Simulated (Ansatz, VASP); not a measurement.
# Si3O2 in VASP and in Ansatz

```
Si O
1.0
     4.35364    0.00000    0.00000
     0.00000    4.35364    0.00000
     0.00000    0.00000    3.60172
Si O
3 2
Direct
  0.00000 0.00000 0.77843
  0.00000 0.00000 0.22157
  0.50000 0.50000 0.50000
  0.00000 0.50000 0.04660
  0.50000 0.00000 0.95340
```

Alike in both runs: task single point; functional PBE; k mesh 4 × 4 × 6; occupations gaussian, width 0.1 eV; collinear spin.

```csv
,VASP,Ansatz
version,VASP 6.6.1,Ansatz 0.2.0
potentials or method,"VASP PAW PBE potentials, release 64 (Si, O)","scalar-relativistic, plane waves, PAW"
plane-wave cutoff (eV),520,420
valence electrons in the cell,24,24
```

|  | VASP | Ansatz | Ansatz less VASP |
| --- | --- | --- | --- |
| gap on the k mesh at the Fermi level (eV) | none | none | - |
| rms of the force components (eV/Å) | 9.642 | 9.707 | +0.0651 |
| net moment per atom (μB) | 0.00 | 0.00 | 0.000 |

Atom by atom the forces differ by 0.065 eV/Å (rms over components). A gap of «none» marks a metal or a gap that the smearing closes. Ansatz warned: «seeded_moment_not_kept».

Caveats: the k mesh is coarse (spacing up to 0.36 Å⁻¹), so the values aren't converged; forces of over 1 eV/Å show positions far from the minimum, so gaps and moduli don't describe the material at rest.
